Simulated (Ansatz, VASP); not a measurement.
## Te2Pb: VASP beside Ansatz

```
CELL_PARAMETERS angstrom
2.12700 1.22802 6.26421
-2.12700 1.22802 6.26421
0.00000 -2.45604 6.26421
ATOMIC_POSITIONS crystal
Pb 0.00000 0.00000 0.00000
Te 0.22975 0.22975 0.22975
Te 0.77025 0.77025 0.77025
```

The cell was built by a generator and needn't be a form met in nature.

Alike in both runs: task single point; functional r2SCAN; k mesh 6 × 6 × 6; occupations fermi-dirac, width 0.02 eV; no spin polarisation.

```csv
,VASP,Ansatz
version,VASP 6.6.1,Ansatz 0.2.0
potentials or method,"VASP PAW PBE potentials, release 64 (Pb_d, Te)","plane waves, PAW"
plane-wave cutoff (eV),520,500
valence electrons in the cell,26,46
```

```csv
,VASP,Ansatz,Ansatz less VASP
pressure (GPa),0.9,0.9,0.00
largest component of the traceless stress (GPa),0.08,0.08,+0.006
rms of the force components (eV/Å),0.003,0.002,-0.0007
```

Atom by atom the forces differ by 0.006 eV/Å (rms over components). The two sets of potentials don't hold the same shells in valence.

Caveats: the PAW data sets were made with another functional, which shifts forces and pressure a little (VASP). The runs have no spin-orbit coupling, so splittings on Pb, Te are missing.
